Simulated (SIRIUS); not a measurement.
Input of a SIRIUS 7.10.0 run:

Contents of sirius.json:

```json
{
  "control": {
    "processing_unit": "cpu",
    "verbosity": 2,
    "num_bands_to_print": 9,
    "print_forces": true,
    "print_stress": true
  },
  "parameters": {
    "electronic_structure_method": "pseudopotential",
    "xc_functionals": ["XC_GGA_X_PBE", "XC_GGA_C_PBE"],
    "gk_cutoff": 8.8,
    "pw_cutoff": 17.6,
    "ngridk": [16, 9, 7],
    "shiftk": [0, 0, 0],
    "smearing": "fermi_dirac",
    "smearing_width": 0.0018374661,
    "num_bands": 9,
    "num_mag_dims": 0,
    "num_dft_iter": 100,
    "energy_tol": 1e-08,
    "density_tol": 1e-06
  },
  "iterative_solver": {
    "type": "davidson",
    "min_tolerance": 1e-09,
    "tolerance_scale": [0.1, 0.25]
  },
  "mixer": {
    "type": "anderson",
    "beta": 0.7,
    "max_history": 8
  },
  "settings": {
    "tol_ne": 1e-10,
    "pseudo_grid_cutoff": 6.5
  },
  "unit_cell": {
    "lattice_vectors": [
      [3.069973473022, 0.0, 0.0],
      [0.0, 5.416238532096, 0.0],
      [0.0, 0.0, 7.397143942235]
    ],
    "atom_coordinate_units": "lattice",
    "atom_types": ["B"],
    "atom_files": {
      "B": "B.json"
    },
    "atoms": {
      "B": [
        [0.0, 0.5, 0.60926],
        [0.5, 0.0, 0.39074]
      ]
    }
  }
}
```

Potentials or basis: PseudoDojo 0.4.1 PBE standard (scalar relativistic).

Run with:

```sh
$ upf_to_json B.upf
$ OMP_NUM_THREADS=1 sirius.scf --input=sirius.json --output=out.json --task=0
```

Problem. Estimate the band gap on the k mesh.

Solution. None (metal or under the smearing width).

Problem. What does it give for the pressure?

Solution. 0.0 GPa.

Stress tensor (GPa, compression positive):
```
-1.37  0.00  0.00
 0.00  1.62  0.00
 0.00  0.00 -0.38
```

Caveat: this functional lacks dispersion, which binds the layers, so the pressure and a relaxed spacing across them are unreliable.
